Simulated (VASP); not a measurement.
# SiC (Moissanite 3C) (F-43m) in VASP: further runs

The runs below take SiC (Moissanite 3C) through band structure, with PBE.

Everything below comes from runs of VASP 6.6.1. Logs are shortened: lines on timing, memory, paths and dates and some standing lists are left out, and cuts for length are marked.

**The experiment to reproduce.**

From “Insight into the structural, elastic and electronic properties of a new orthorhombic 6O-SiC polytype”, 2020, pmc:7200658, for a bulk crystal of SiC: band gap 2.4 eV (indirect).

How close the calculation comes is told below.

### 1 The crystal as given

It takes space group F-43m (No. 216, cubic). The conventional cell has a = 4.358 Å, b = 4.358 Å, c = 4.358 Å, α = 90.00°, β = 90.00°, γ = 90.00°. Si (site symmetry -43m) has 4 C at 1.89 Å as nearest neighbours. Around C (site symmetry -43m) lie 4 Si at 1.89 Å.

### 2 Band structure, PBE

The input, POSCAR:

```
SiC
1.0
    0.0000000000      2.1790000000      2.1790000000
    2.1790000000      0.0000000000      2.1790000000
    2.1790000000      2.1790000000      0.0000000000
Si C
1 1
Direct
    0.0000000000      0.0000000000      0.0000000000
    0.7500000000      0.7500000000      0.7500000000
```

The input, INCAR.step1:

```
SYSTEM = SiC
  ALGO = Normal
  EDIFF = 1E-6
  ENCUT = 900
  GGA = PE
  ISIF = 2
  ISMEAR = -1
  LASPH = .True.
  LCHARG = .True.
  LREAL = .False.
  LWAVE = .False.
  NELM = 80
  PREC = Accurate
  SIGMA = 0.05
```

The input, KPOINTS.step1:

```
k-points
0
Gamma
  10 10 10
  0 0 0
```

The input, INCAR.step2:

```
SYSTEM = SiC
  ALGO = Normal
  EDIFF = 1E-6
  ENCUT = 900
  GGA = PE
  ICHARG = 11
  ISIF = 2
  ISMEAR = 0
  LASPH = .True.
  LCHARG = .False.
  LREAL = .False.
  LWAVE = .False.
  NELM = 80
  PREC = Accurate
  SIGMA = 0.05
```

The input, KPOINTS.step2:

```
path GXWKGLUWLK,UX
20
line-mode
reciprocal
 0.0000000000  0.0000000000  0.0000000000  G
 0.5000000000  0.0000000000  0.5000000000  X

 0.5000000000  0.0000000000  0.5000000000  X
 0.5000000000  0.2500000000  0.7500000000  W

 0.5000000000  0.2500000000  0.7500000000  W
 0.3750000000  0.3750000000  0.7500000000  K

 0.3750000000  0.3750000000  0.7500000000  K
 0.0000000000  0.0000000000  0.0000000000  G

 0.0000000000  0.0000000000  0.0000000000  G
 0.5000000000  0.5000000000  0.5000000000  L

 0.5000000000  0.5000000000  0.5000000000  L
 0.6250000000  0.2500000000  0.6250000000  U

 0.6250000000  0.2500000000  0.6250000000  U
 0.5000000000  0.2500000000  0.7500000000  W

 0.5000000000  0.2500000000  0.7500000000  W
 0.5000000000  0.5000000000  0.5000000000  L

 0.5000000000  0.5000000000  0.5000000000  L
 0.3750000000  0.3750000000  0.7500000000  K

 0.6250000000  0.2500000000  0.6250000000  U
 0.5000000000  0.0000000000  0.5000000000  X
```

Potentials or basis: VASP PAW PBE potentials, release 64 (Si, C_h).

Run with:

```bash
$ cat potpaw_PBE.64/Si/POTCAR potpaw_PBE.64/C_h/POTCAR > POTCAR
$ cp INCAR.step1 INCAR
$ cp KPOINTS.step1 KPOINTS
$ mpirun -np 1 vasp_std > vasp.out
$ cp INCAR.step2 INCAR
$ cp KPOINTS.step2 KPOINTS
$ mpirun -np 1 vasp_std > vasp.out
```

OUTCAR:

```text
SYSTEM = SiC
   EDIFF = 1E-6
   ENCUT = 900
   GGA = PE
   ICHARG = 11
   ISIF = 2
   ISMEAR = 0
   LASPH = .True.
   LREAL = .False.
   NELM = 80
   PREC = Accurate

 ion  position               nearest neighbor table
   1  0.000  0.000  0.000-   2 1.89   2 1.89   2 1.89   2 1.89
   2  0.750  0.750  0.750-   1 1.89   1 1.89   1 1.89   1 1.89

  LATTYP: Found a face centered cubic cell.
 ALAT       =     4.3580000000

  Lattice vectors:

 A1 = (   0.0000000000,   2.1790000000,   2.1790000000)
 A2 = (   2.1790000000,   0.0000000000,   2.1790000000)
 A3 = (   2.1790000000,   2.1790000000,   0.0000000000)

Analysis of symmetry for initial positions (statically):
=====================================================================
 Subroutine PRICEL returns:
 Original cell was already a primitive cell.

 Routine SETGRP: Setting up the symmetry group for a
 face centered cubic supercell.

 Subroutine GETGRP returns: Found 24 space group operations
 (whereof 24 operations were pure point group operations)
 out of a pool of 48 trial point group operations.

The static configuration has the point symmetry T_d .

Analysis of symmetry for dynamics (positions and initial velocities):
=====================================================================
 Subroutine PRICEL returns:
 Original cell was already a primitive cell.

 Routine SETGRP: Setting up the symmetry group for a
 face centered cubic supercell.

 Subroutine GETGRP returns: Found 24 space group operations
 (whereof 24 operations were pure point group operations)
 out of a pool of 48 trial point group operations.

The dynamic configuration has the point symmetry T_d .

 Subroutine INISYM returns: Found 24 space group operations
 (whereof 24 operations are pure point group operations),
 and found     1 'primitive' translations

----------------------------------------------------------------------------------------

                                     Primitive cell

  volume of cell :      20.6920

  direct lattice vectors                    reciprocal lattice vectors
     0.000000000  2.179000000  2.179000000    -0.229463056  0.229463056  0.229463056
     2.179000000  0.000000000  2.179000000     0.229463056 -0.229463056  0.229463056
     2.179000000  2.179000000  0.000000000     0.229463056  0.229463056 -0.229463056

  length of vectors
     3.081571352  3.081571352  3.081571352     0.397441672  0.397441672  0.397441672

  position of ions in fractional coordinates (direct lattice)
     0.000000000  0.000000000  0.000000000
     0.750000000  0.750000000  0.750000000

  ion indices of the primitive-cell ions
   primitive index   ion index
                 1           1
                 2           2

----------------------------------------------------------------------------------------

 KPOINTS: path GXWKGLUWLK,UX

Interpolating k-points between supplied coordinates.

 Line segments in fractional coordinates (reciprocal lattice):
    0.000000  0.000000  0.000000  ...  0.500000  0.000000  0.500000
    0.500000  0.000000  0.500000  ...  0.500000  0.250000  0.750000
    0.500000  0.250000  0.750000  ...  0.375000  0.375000  0.750000
    0.375000  0.375000  0.750000  ...  0.000000  0.000000  0.000000
    0.000000  0.000000  0.000000  ...  0.500000  0.500000  0.500000
    0.500000  0.500000  0.500000  ...  0.625000  0.250000  0.625000
    0.625000  0.250000  0.625000  ...  0.500000  0.250000  0.750000
    0.500000  0.250000  0.750000  ...  0.500000  0.500000  0.500000
    0.500000  0.500000  0.500000  ...  0.375000  0.375000  0.750000
    0.625000  0.250000  0.625000  ...  0.500000  0.000000  0.500000

 Generated    20 points on each line segment, for a total of    200 k-points:

 Following reciprocal coordinates:
            Coordinates               Weight
  0.000000  0.000000  0.000000      0.005000
  0.026316  0.000000  0.026316      0.005000
  0.052632  0.000000  0.052632      0.005000
  0.078947  0.000000  0.078947      0.005000
  0.105263  0.000000  0.105263      0.005000
  0.131579  0.000000  0.131579      0.005000
[... 16 lines left out ...]
  0.500000  0.026316  0.526316      0.005000
  0.500000  0.039474  0.539474      0.005000
 [... further k-points ...]
   k-points           NKPTS =    200   k-points in BZ     NKDIM =    200   number of bands    NBANDS=      8
   number of dos      NEDOS =    301   number of ions     NIONS =      2
   total plane-waves  NPLWV =  27000
   dimension x,y,z NGX =    30 NGY =   30 NGZ =   30
   dimension x,y,z NGXF=    60 NGYF=   60 NGZF=   60
   ions per type =               1   1
   NGX,Y,Z   is equivalent  to a cutoff of  16.18, 16.18, 16.18 a.u.
   NGXF,Y,Z  is equivalent  to a cutoff of  32.37, 32.37, 32.37 a.u.
 SYSTEM =  SiC
   PREC   = accura    normal or accurate (medium, high low for compatibility)
   ISTART =      0    job   : 0-new  1-cont  2-samecut
   ICHARG =     11    charge: 1-file 2-atom 10-const
   ISPIN  =      1    spin polarized calculation?
[... 69 lines left out ...]
      8      15.7479      0.00000

 k-point     2 :       0.0263    0.0000    0.0263
  band No.  band energies     occupation
      1      -6.9455      2.00000
      2       8.3791      2.00000
      3       8.4014      2.00000
      4       8.4014      2.00000
      5      14.7268      0.00000
      6      15.6988      0.00000
      7      15.8009      0.00000
      8      15.8009      0.00000

 k-point     3 :       0.0526    0.0000    0.0526
  band No.  band energies     occupation
      1      -6.8913      2.00000
      2       8.2093      2.00000
      3       8.2956      2.00000
      4       8.2956      2.00000
      5      14.8695      0.00000
      6      15.5639      0.00000
      7      15.9556      0.00000
      8      15.9556      0.00000

 k-point     4 :       0.0789    0.0000    0.0789
  band No.  band energies     occupation
      1      -6.8010      2.00000
      2       7.9463      2.00000
      3       8.1307      2.00000
      4       8.1307      2.00000
      5      15.0079      0.00000
      6      15.4202      0.00000
      7      16.2012      0.00000
      8      16.2012      0.00000

 k-point     5 :       0.1053    0.0000    0.1053
  band No.  band energies     occupation
      1      -6.6751      2.00000
      2       7.6110      2.00000
      3       7.9204      2.00000
      4       7.9204      2.00000
      5      14.8669      0.00000
      6      15.5133      0.00000
      7      16.5227      0.00000
      8      16.5227      0.00000

 k-point     6 :       0.1316    0.0000    0.1316
  band No.  band energies     occupation
      1      -6.5137      2.00000
      2       7.2220      2.00000
      3       7.6791      2.00000
      4       7.6791      2.00000
      5      14.5302      0.00000
      6      15.7083      0.00000
      7      16.9044      0.00000
      8      16.9044      0.00000

 k-point     7 :       0.1579    0.0000    0.1579
  band No.  band energies     occupation
      1      -6.3174      2.00000
      2       6.7935      2.00000
      3       7.4196      2.00000
      4       7.4196      2.00000
      5      14.1272      0.00000
      6      15.7968      0.00000
      7      17.3319      0.00000
      8      17.3319      0.00000
[... 133 lines left out ...]
 k-point    20 :       0.5000    0.0000    0.5000
  band No.  band energies     occupation
      1      -1.9462      2.00000
      2       0.6442      2.00000
      3       5.2535      2.00000
      4       5.2535      2.00000
      5       9.7972      0.00000
      6      12.7629      0.00000
      7      22.4733      0.00000
      8      22.4752      0.00000

 k-point    21 :       0.5000    0.0000    0.5000
  band No.  band energies     occupation
      1      -1.9462      2.00000
      2       0.6442      2.00000
      3       5.2535      2.00000
      4       5.2535      2.00000
      5       9.7972      0.00000
      6      12.7629      0.00000
      7      22.4733      0.00000
      8      22.4891      0.00000

 k-point    22 :       0.5000    0.0132    0.5132
  band No.  band energies     occupation
      1      -1.9448      2.00000
      2       0.6479      2.00000
      3       5.2390      2.00000
      4       5.2409      2.00000
      5       9.8213      0.00000
      6      12.7844      0.00000
      7      22.4449      0.00000
      8      22.4759      0.00000

 k-point    23 :       0.5000    0.0263    0.5263
  band No.  band energies     occupation
      1      -1.9406      2.00000
      2       0.6588      2.00000
      3       5.1966      2.00000
      4       5.2035      2.00000
      5       9.8924      0.00000
      6      12.8483      0.00000
      7      22.3601      0.00000
      8      22.4818      0.00000

 k-point    24 :       0.5000    0.0395    0.5395
  band No.  band energies     occupation
      1      -1.9335      2.00000
      2       0.6769      2.00000
      3       5.1292      2.00000
      4       5.1427      2.00000
      5      10.0075      0.00000
      6      12.9532      0.00000
      7      22.2205      0.00000
      8      22.4938      0.00000

 [... further k-points ...]

------------------------ aborting loop because EDIFF is reached ----------------------------------------

  FORCE on cell =-STRESS in cart. coord.  units (eV):
  Direction    XX          YY          ZZ          XY          YZ          ZX
  --------------------------------------------------------------------------------------
  -------------------------------------------------------------------------------------
  Total       -0.1499388     -0.1499388     -0.1499388     -0.0000000     -0.0000000     -0.0000000
  in kB      -11.6097501    -11.6097501    -11.6097501     -0.0000000     -0.0000000     -0.0000000
  external PRESSURE =     -11.6097501 kB  Pullay stress =       0.0000000 kB

 VOLUME and BASIS-vectors are now :
 -----------------------------------------------------------------------------
  energy-cutoff  :      900.00
  volume of cell :       20.69
      direct lattice vectors                 reciprocal lattice vectors
     0.000000000  2.179000000  2.179000000    -0.229463056  0.229463056  0.229463056
     2.179000000  0.000000000  2.179000000     0.229463056 -0.229463056  0.229463056
     2.179000000  2.179000000  0.000000000     0.229463056  0.229463056 -0.229463056

 POSITION                                       TOTAL-FORCE (eV/Angst)
 -----------------------------------------------------------------------------------
      0.00000      0.00000      0.00000         0.000000      0.000000      0.000000
      3.26850      3.26850      3.26850        -0.000000     -0.000000     -0.000000
 -----------------------------------------------------------------------------------
    total drift:                                0.000000      0.000000      0.000000

  FREE ENERGIE OF THE ION-ELECTRON SYSTEM (eV)
  ---------------------------------------------------
  free  energy   TOTEN  =       -15.5285661839 eV

  energy  without entropy=      -15.5285661839  energy(sigma->0) =      -15.52856618
```

It took 47 s on 1 thread of Intel Xeon Platinum 8259CL at 2.50GHz (Skylake/Cascade Lake), shared host; peak memory 0.21 GiB.

What came out:

| Quantity | Value |
| --- | --- |
| Band gap on the k mesh | 1.36 eV, indirect (least direct gap 4.54 eV) |
| Band gap along the path | 1.36 eV, indirect (least direct gap 4.54 eV) |

Levels at the corners of the path, in eV from the valence-band top:
```csv
point,band 2,band 3,band 4,band 5,band 6,band 7
Γ,0.00,0.00,0.00,6.24,7.31,7.31
X,-7.79,-3.18,-3.18,1.36,4.32,14.04
X,-7.79,-3.18,-3.18,1.36,4.32,14.04
W,-7.02,-4.99,-4.68,5.21,9.45,9.46
W,-7.02,-4.99,-4.68,5.21,9.45,9.46
K,-7.27,-5.54,-2.59,3.11,7.77,11.85
K,-7.27,-5.54,-2.59,3.11,7.77,11.85
Γ,0.00,0.00,0.00,6.24,7.31,7.31
Γ,0.00,0.00,0.00,6.24,7.31,7.31
L,-8.53,-1.05,-1.05,5.44,7.23,7.23
L,-8.53,-1.05,-1.05,5.44,7.23,7.23
U,-7.27,-5.54,-2.59,3.11,7.77,11.85
U,-7.27,-5.54,-2.59,3.11,7.77,11.85
W,-7.02,-4.99,-4.68,5.21,9.45,9.46
W,-7.02,-4.99,-4.68,5.21,9.45,9.46
L,-8.53,-1.05,-1.05,5.44,7.23,7.23
L,-8.53,-1.05,-1.05,5.44,7.23,7.23
K,-7.27,-5.54,-2.59,3.11,7.77,11.85
U,-7.27,-5.54,-2.59,3.11,7.77,11.85
X,-7.79,-3.18,-3.18,1.36,4.32,14.04
```

Caveat: the cutoff is under 1.25 times the usual one of these potentials, so pressure, stress and relaxed cells hold a basis-set (Pulay) error; the log is that of the step along the path at fixed density, whose energy, stress, charges and moments have no meaning.

### 3 Band structure, PBE

POSCAR is that of step 2.

INCAR.step1 is that of step 2.

KPOINTS.step1 is that of step 2.

INCAR.step2 is that of step 2.

KPOINTS.step2 is that of step 2.

Potentials or basis: VASP PAW PBE potentials, release 64 (Si, C_s).

Run with:

```bash
$ cat potpaw_PBE.64/Si/POTCAR potpaw_PBE.64/C_s/POTCAR > POTCAR
$ cp INCAR.step1 INCAR
$ cp KPOINTS.step1 KPOINTS
$ mpirun -np 1 vasp_std > vasp.out
$ cp INCAR.step2 INCAR
$ cp KPOINTS.step2 KPOINTS
$ mpirun -np 1 vasp_std > vasp.out
```

Wall time 52 s (1 thread of Intel Xeon Platinum 8259CL at 2.50GHz (Skylake/Cascade Lake), shared host); peak memory 0.21 GiB.

It converged, with:

```
Band gap on the k mesh  : 1.36 eV, indirect (least direct gap 4.55 eV)
Band gap along the path : 1.36 eV, indirect (least direct gap 4.55 eV)
```

Levels at the corners of the path, in eV from the valence-band top:
```csv
point,band 1,band 2,band 3,band 4,band 5,band 6,band 7,band 8
Γ,-15.40,0.00,0.00,0.00,6.24,7.32,7.32,7.32
X,-10.38,-7.79,-3.18,-3.18,1.36,4.33,14.03,14.04
X,-10.38,-7.79,-3.18,-3.18,1.36,4.33,14.03,14.04
W,-10.15,-7.02,-4.99,-4.68,5.21,9.45,9.46,9.78
W,-10.15,-7.02,-4.99,-4.68,5.21,9.45,9.46,9.78
K,-10.38,-7.27,-5.54,-2.59,3.11,7.78,11.85,12.47
K,-10.38,-7.27,-5.54,-2.59,3.11,7.78,11.85,12.47
Γ,-15.40,0.00,0.00,0.00,6.24,7.32,7.32,7.32
Γ,-15.40,0.00,0.00,0.00,6.24,7.32,7.32,7.32
L,-11.83,-8.53,-1.05,-1.05,5.44,7.24,7.24,10.05
L,-11.83,-8.53,-1.05,-1.05,5.44,7.24,7.24,10.05
U,-10.38,-7.27,-5.54,-2.59,3.11,7.78,11.85,12.46
U,-10.38,-7.27,-5.54,-2.59,3.11,7.78,11.85,12.47
W,-10.15,-7.02,-4.99,-4.68,5.21,9.45,9.46,9.78
W,-10.15,-7.02,-4.99,-4.68,5.21,9.45,9.46,9.78
L,-11.83,-8.53,-1.05,-1.05,5.44,7.24,7.24,10.05
L,-11.83,-8.53,-1.05,-1.05,5.44,7.24,7.24,10.05
K,-10.38,-7.27,-5.54,-2.59,3.11,7.78,11.85,12.47
U,-10.38,-7.27,-5.54,-2.59,3.11,7.78,11.85,12.47
X,-10.38,-7.79,-3.18,-3.18,1.36,4.33,14.03,14.04
```

Caveat: the log is that of the step along the path at fixed density, whose energy, stress, charges and moments have no meaning.

### 4 The reference run

An earlier run on the cell as given: functional PBE; potentials or basis VASP PAW PBE potentials, release 64 (Si, C); cutoff 520 eV; k mesh 10 × 10 × 10; occupations fermi-dirac, width 0.05 eV; no spin polarisation.

* Pressure: 3.2 GPa
* Band gap on the k mesh: 1.36 eV, indirect (least direct gap 4.54 eV)

### 5 Summary

| task | potentials or basis | cutoff (eV) | gap on the mesh (eV) |
| --- | --- | --- | --- |
| band structure | VASP PAW PBE potentials, release 64 (Si, C_h) | 900 | 1.36 |
| band structure | VASP PAW PBE potentials, release 64 (Si, C_s) | 900 | 1.36 |
| single point | VASP PAW PBE potentials, release 64 (Si, C) | 520 | 1.36 |

Alike in all rows: level PBE; no spin polarisation; cell as given; k mesh 10 × 10 × 10; smearing fermi-dirac 0.05 eV.

Caveats: the cutoff is under 1.25 times the usual one of these potentials, so pressure, stress and relaxed cells hold a basis-set (Pulay) error (some runs).

Absolute energies hang on the potentials; compare differences alone.

### 6 Comparison with measurements

Step 2. A measured gap of SiC is 2.4 eV (indirect; quoted in “Insight into the structural, elastic and electronic properties of a new orthorhombic 6O-SiC polytype”, 2020, pmc:7200658); the calculated 1.36 eV misses it by -1.04 eV. The value is that of PBE, without temperature or zero-point motion. Semilocal functionals fall short of measured gaps as a rule.

Step 3. Measured gap of SiC: 2.4 eV (indirect; quoted in “Insight into the structural, elastic and electronic properties of a new orthorhombic 6O-SiC polytype”, 2020, pmc:7200658). This calculation gives 1.36 eV (-1.04 eV). The value is that of PBE, without temperature or zero-point motion. Semilocal functionals fall short of measured gaps as a rule.
